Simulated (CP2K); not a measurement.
The system is BaTiO3.

```
Ba Ti O
1.0
     3.99980    0.00000    0.00000
     0.00000    3.99980    0.00000
     0.00000    0.00000    4.01800
Ba Ti O
1 1 3
Direct
  0.00000 0.00000 0.00000
  0.50000 0.50000 0.49000
  0.00000 0.50000 0.51700
  0.50000 0.00000 0.51700
  0.50000 0.50000 0.01900
```

Program: CP2K 2026.2. Alike in all runs: task band structure; level PBE; no spin polarisation; cell as given; k mesh 7 × 7 × 7; smearing fermi-dirac 0.05 eV.

**Question.** Order these runs on this cell by their pressure, lowest first.
A. potentials or basis POTENTIAL_UZH Ba GTH-PBE-q10, Ti GTH-PBE-q12, O GTH-PBE-q6; ccGRB-D basis; ADDED_MOS [19]
B. potentials or basis GTH_POTENTIALS Ba GTH-PBE-q10, Ti GTH-PBE-q12, O GTH-PBE-q6; TZVP-MOLOPT-SR-GTH, TZVP-MOLOPT-GTH basis; ADDED_MOS [19]
C. potentials or basis GTH_POTENTIALS Ba GTH-PBE-q10, Ti GTH-PBE-q12, O GTH-PBE-q6; SZV-MOLOPT-SR-GTH basis; ADDED_MOS [7]

**Answer.** B (4.3 GPa), A (6.1 GPa), C (14.8 GPa).

Caveats: the basis of atomic orbitals isn't converged, which shifts pressures, moduli and gaps; a minimal basis gives rough bond lengths, pressures and levels (some runs).
